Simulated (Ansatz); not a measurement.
Runs of Ansatz 0.2.0 on TiSe. Symmetry: P6_3/mmc, No. 194, hexagonal system. Conventional cell: a = 3.559 Å, b = 3.559 Å, c = 6.220 Å, α = 90.00°, β = 90.00°, γ = 120.00°. Se (site symmetry -6m2) is surrounded by 6 Ti at 2.58 Å. Ti (site symmetry -3m) is surrounded by 6 Se at 2.58 Å. 

```tsv
task	level	cell	points for each segment of the path	gap on the mesh (eV)	pressure (GPa)	relaxed volume (Å³/atom)
single point	PBE0	as given	-	none	0.1	-
relaxation of cell and atoms	PBE0	relaxed	-	none	0.0	16.60
relaxation of cell and atoms	HSE06	relaxed	-	none	0.0	16.66
band structure	HSE06	as given	4	none	(a)	-
```

Alike in all rows: potentials or basis Ansatz PAW; no spin polarisation; k mesh 6 × 6 × 4; cutoff (eV) 420; smearing fermi-dirac 0.05 eV.

Question: Fill in the values left out.

Answer: (a) 0.6.

Caveats: the PAW data sets come from PBE, with cores solved anew for the run's functional, which leaves a small shift of forces and pressure; the thresholds are loose for stress (some runs); the plane-wave basis is chosen anew once the cell has moved, so the energies of steps on either side of that aren't comparable (some runs).

A k mesh can miss the band edges, and the runs leave out spin-orbit coupling on Se.

A gap of «none» marks a metal or a gap under the smearing width.
